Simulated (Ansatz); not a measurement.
Mg2Si

**What was measured.** A cell as deposited of cubic Mg2Si (space group Fm-3m), temperature not stated, from the Crystallography Open Database (1975), has a = 6.350 Å and 21.34 Å³/atom.

Level of theory: DFT, PBEsol, scalar-relativistic, no spin polarisation; plane waves to 420 eV with PAW datasets (Ansatz 0.2.0), Γ-centred 8×8×8 mesh, 0.05 eV Gaussian smearing; PAW files: Ansatz's generated set soft_2.

```cif
data_structure
_symmetry_space_group_name_H-M 'P 1'
_symmetry_Int_Tables_number 1
_cell_length_a 4.4732
_cell_length_b 4.4732
_cell_length_c 4.4732
_cell_angle_alpha 60.000
_cell_angle_beta 60.000
_cell_angle_gamma 60.000
_cell_volume 63.29
loop_
_atom_site_label
_atom_site_type_symbol
_atom_site_fract_x
_atom_site_fract_y
_atom_site_fract_z
_atom_site_occupancy
Mg1 Mg 0.25000 0.25000 0.25000 1
Mg2 Mg 0.75000 0.75000 0.75000 1
Si1 Si 0.00000 0.00000 0.00000 1
```

The chain of runs began from a cell as deposited in COD, expanded in volume.

The cell above was scaled in volume, its shape and atoms being fixed by the lattice's symmetry. Energies are counted from the cell above.

```
V (Å³/atom)  ΔE (meV/atom)  P (GPa)  gap on the mesh (eV)
      20.25            6.3      2.5                  0.06
      20.68            1.5      1.2                  0.09
      21.10            0.0      0.0                  0.11
      21.52            1.4     -1.1                  0.14
      21.94            5.6     -2.0                  0.16
```

Question: What do the points give for the equilibrium volume, the bulk modulus and its pressure derivative (third-order Birch–Murnaghan)?

Answer: V0 = 21.09 Å³/atom, B0 = 56 GPa, B0′ = 4.0.

B0·V0 = 56.0 GPa × 21.09 Å³ = 7.38 eV/atom sets the scale: near the minimum ΔE ≈ ½ B0 V0 x², with x = V/V0 − 1, and a pressure of 0.6 GPa squeezes the volume by about 1 %. At the ends of the curve: x = −4.0 % predicts 5.9 meV/atom and the run gives 6.3; x = +4.0 % predicts 5.9 meV/atom and the run gives 5.6. Compression costs more and expansion less than the parabola says, since the crystal stiffens as it shrinks; B0′ measures that.

**Comparison.** The computed cell (6.326 Å, 21.10 Å³/atom) differs from the database's by −1.1 % in volume, about −0.4 % in length. PBEsol was built to cure PBE's overestimate of volumes, and the static lattice lacks thermal expansion.
